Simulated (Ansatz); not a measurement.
# Ti: an axial (c/a) deformation path

This session takes Ti and sets out to follow an axial (c/a) deformation at fixed volume.

Method: DFT PBEsol, scalar-relativistic, plane waves, PAW, in Ansatz 0.2.0.

2 further runs of the same task are left out: 2 set aside as unsound or not needed. Runs told in other sessions of the task aren't counted.

**1. The system as given**

Symmetry: P6/mmm, No. 191, hexagonal system. The conventional cell has a = 4.515 Å, b = 4.515 Å, c = 2.799 Å, α = 90.00°, β = 90.00°, γ = 120.00°. Ti (site symmetry 6/mmm) has 14 Ti at 2.80 to 2.96 Å in its first shell of neighbours. Ti (site symmetry -6m2) is surrounded by 11 Ti at 2.61 to 2.96 Å.

Coordinates:

```cif
data_structure
_symmetry_space_group_name_H-M 'P6/mmm'
_symmetry_Int_Tables_number 191
_cell_length_a 4.5153
_cell_length_b 4.5153
_cell_length_c 2.7988
_cell_angle_alpha 90.000
_cell_angle_beta 90.000
_cell_angle_gamma 120.000
_cell_volume 49.42
loop_
_atom_site_label
_atom_site_type_symbol
_atom_site_symmetry_multiplicity
_atom_site_Wyckoff_symbol
_atom_site_fract_x
_atom_site_fract_y
_atom_site_fract_z
_atom_site_occupancy
Ti1 Ti 1 a 0.00000 0.00000 0.00000 1
Ti2 Ti 2 d 0.33333 0.66667 0.50000 1
```

It goes back to an entry of the Materials Project, which need not be the stable form.

It is the result of an earlier relaxation at this level (volume 16.47 Å³/atom; gap on the mesh: none (metal)).

**2. The undisturbed cell**

input.yaml

```yaml
crystal:
  lattice:
    - [4.5152900513, 0.0, 0.0]
    - [-2.2576450256, 3.9103558898, 0.0]
    - [0.0, 0.0, 2.7987936488]
  atoms:
    - { symbol: Ti, position: [0.0, 0.0, 0.0] }
    - { symbol: Ti, position: [0.3333333333, 0.6666666667, 0.5] }
    - { symbol: Ti, position: [0.6666666667, 0.3333333333, 0.5] }
basis:
  ecutwfc: 420
kpoints:
  mp_grid: { grid: [12, 12, 18] }
hamiltonian:
  xc: pbesol
scf:
  occupations: { method: gaussian, width: 0.15 }
output:
  forces: true
  stress: true
  eigenvalues: true
  write_density: true
  write_potential: true
  elf: true
  volumetric_format: npy
```

Command:

```sh
ansatz run input.yaml --threads 1 --pin off --max-ram 2560MiB --backend cpu --events-out ev --progress --plain --runs-dir out
```

**3. Setting up an axial (c/a) deformation path**

At fixed volume and fractional coordinates, lengths along (0.000, 0.000, 1.000) are scaled against those across it; ρ is that ratio over its starting value.

**4. At ρ = 0.850**

Edit input.yaml of step 2 so:

```diff
@@ -2,5 +2,5 @@
   lattice:
-    - [4.5152900513, 0.0, 0.0]
-    - [-2.2576450256, 3.9103558898, 0.0]
-    - [0.0, 0.0, 2.7987936488]
+    - [4.7666435694, 0.0, 0.0]
+    - [-2.3833217847, 4.1280344219, 0.0]
+    - [0.0, 0.0, 2.5114054373]
   atoms:
@@ -21,5 +21 @@
   eigenvalues: true
-  write_density: true
-  write_potential: true
-  elf: true
-  volumetric_format: npy
```

**5. At ρ = 1.200**

Edit input.yaml of step 4 so:

```diff
@@ -2,5 +2,5 @@
   lattice:
-    - [4.7666435694, 0.0, 0.0]
-    - [-2.3833217847, 4.1280344219, 0.0]
-    - [0.0, 0.0, 2.5114054373]
+    - [4.2490506191, 0.0, 0.0]
+    - [-2.1245253095, 3.6797857781, 0.0]
+    - [0.0, 0.0, 3.1605187931]
   atoms:
```

**6. ρ = 0.920**

Edit input.yaml of step 5 so:

```diff
@@ -2,5 +2,5 @@
   lattice:
-    - [4.2490506191, 0.0, 0.0]
-    - [-2.1245253095, 3.6797857781, 0.0]
-    - [0.0, 0.0, 3.1605187931]
+    - [4.642547734, 0.0, 0.0]
+    - [-2.321273867, 4.0205642759, 0.0]
+    - [0.0, 0.0, 2.6474601471]
   atoms:
@@ -21 +21,5 @@
   eigenvalues: true
+  write_density: true
+  write_potential: true
+  elf: true
+  volumetric_format: npy
```

**7. ρ = 1.100**

Edit input.yaml of step 6 so:

```diff
@@ -2,5 +2,5 @@
   lattice:
-    - [4.642547734, 0.0, 0.0]
-    - [-2.321273867, 4.0205642759, 0.0]
-    - [0.0, 0.0, 2.6474601471]
+    - [4.3740937984, 0.0, 0.0]
+    - [-2.1870468992, 3.788076348, 0.0]
+    - [0.0, 0.0, 2.9824007724]
   atoms:
@@ -21,5 +21 @@
   eigenvalues: true
-  write_density: true
-  write_potential: true
-  elf: true
-  volumetric_format: npy
```

**8. At ρ = 0.960**

Edit input.yaml of step 7 so:

```diff
@@ -2,5 +2,5 @@
   lattice:
-    - [4.3740937984, 0.0, 0.0]
-    - [-2.1870468992, 3.788076348, 0.0]
-    - [0.0, 0.0, 2.9824007724]
+    - [4.5771510267, 0.0, 0.0]
+    - [-2.2885755133, 3.9639290661, 0.0]
+    - [0.0, 0.0, 2.7236525305]
   atoms:
```

**9. Point ρ = 1.050**

Edit input.yaml of step 8 so:

```diff
@@ -2,5 +2,5 @@
   lattice:
-    - [4.5771510267, 0.0, 0.0]
-    - [-2.2885755133, 3.9639290661, 0.0]
-    - [0.0, 0.0, 2.7236525305]
+    - [4.442450055, 0.0, 0.0]
+    - [-2.2212250275, 3.8472746027, 0.0]
+    - [0.0, 0.0, 2.8913261166]
   atoms:
```

**10. At ρ = 0.800**

Edit input.yaml of step 9 so:

```diff
@@ -2,5 +2,5 @@
   lattice:
-    - [4.442450055, 0.0, 0.0]
-    - [-2.2212250275, 3.8472746027, 0.0]
-    - [0.0, 0.0, 2.8913261166]
+    - [4.863948761, 0.0, 0.0]
+    - [-2.4319743805, 4.2123031897, 0.0]
+    - [0.0, 0.0, 2.4119272509]
   atoms:
@@ -21 +21,5 @@
   eigenvalues: true
+  write_density: true
+  write_potential: true
+  elf: true
+  volumetric_format: npy
```

**11. Point ρ = 1.300**

Edit input.yaml of step 10 so:

```diff
@@ -2,5 +2,5 @@
   lattice:
-    - [4.863948761, 0.0, 0.0]
-    - [-2.4319743805, 4.2123031897, 0.0]
-    - [0.0, 0.0, 2.4119272509]
+    - [4.1371811392, 0.0, 0.0]
+    - [-2.0685905696, 3.5829039666, 0.0]
+    - [0.0, 0.0, 3.3337506593]
   atoms:
```

(Steps that only read results are left out.)

Q: Predict the outcome of this session. Wanted: highest point.

**Answer**, as computed:

```
     quantity                        value
highest point  299.5 meV/atom at ρ = 1.300
```

What this shows: The undisturbed cell stays the lowest of the sampled points. No further minimum shows among the sampled points.
